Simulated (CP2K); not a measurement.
SrO:

```
Sr O
1.0
     3.62930    0.00000    0.00000
     1.81465    3.14306    0.00000
     1.81465    1.04769    2.96331
Sr O
1 1
Direct
  0.50000 0.50000 0.50000
  0.00000 0.00000 0.00000
```

Base run:

```yaml
Program: CP2K 2026.2
Functional: LDA
Potentials_or_basis: GTH_POTENTIALS Sr GTH-PBE-q10, O GTH-PBE-q6; DZVP-MOLOPT-SR-GTH basis
Density_cutoff: 8163 eV
k_mesh: 9 × 9 × 9
Occupations: fermi-dirac, width 0.05 eV
Spin: no spin polarisation
```

Its results: band gap on the k mesh 3.34 eV, indirect (least direct gap 3.46 eV); pressure -1.7 GPa.

The run is repeated on the same cell with these changes: functional from LDA to PBE. What comes out?

Band gap on the k mesh 3.47 eV, indirect (least direct gap 3.60 eV); pressure 4.4 GPa.

PBE binds less tightly than LDA, so the same cell stands under more pressure.

Caveats: the basis of atomic orbitals isn't converged, which shifts pressures, moduli and gaps; the potentials were made for another functional, which shifts forces and pressure (some runs).

A k mesh can miss the band edges.
